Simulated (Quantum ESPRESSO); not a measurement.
**AlN: zone-centre phonons and dielectric response under several settings**

```
Al N
1.0
     3.11300    0.00000    0.00000
    -1.55650    2.69594    0.00000
     0.00000    0.00000    4.98100
Al N
2 2
Cartesian
  1.5565 0.8986 2.4905
  0.0000 1.7973 0.0000
  1.5565 0.8986 4.3833
  0.0000 1.7973 1.8928
```

All runs used Quantum ESPRESSO 7.5; k mesh 6 × 6 × 4, shifted; no spin polarisation; cutoff 1143 eV; occupations smeared at first, fixed for the response.

```tsv
level	potentials	geometry	volume (Å³/atom)	pressure (GPa)	lowest optical mode without the field (cm⁻¹)	highest optical mode without the field (cm⁻¹)	highest mode with the field (cm⁻¹)	ε∞ (mean)	ε0 (mean)	sum of the Born charges (e)
LDA	PseudoDojo 0.4.1 SR LDA standard	relaxed cell	?	0.0	?	?	?	?	?	?
LDA	PseudoDojo 0.4.1 SR LDA standard	given cell, atoms relaxed	10.45	-5.9	242	713	869	4.51	8.7	-0.03
PBE	PseudoDojo 0.4.1 SR PBE standard	relaxed cell	10.63	0.0	238	710	863	4.54	8.6	-0.02
```

Problem. What stands in the row left open?

Solution. Volume 10.15 Å³/atom; lowest optical mode without the field 242 cm⁻¹; highest optical mode without the field 736 cm⁻¹; highest mode with the field 895 cm⁻¹; ε∞ 4.45; ε0 8.4; sum of the Born charges -0.02 e.

Caveats: the cell is more than 3 GPa from zero pressure, which shifts response properties (some runs).
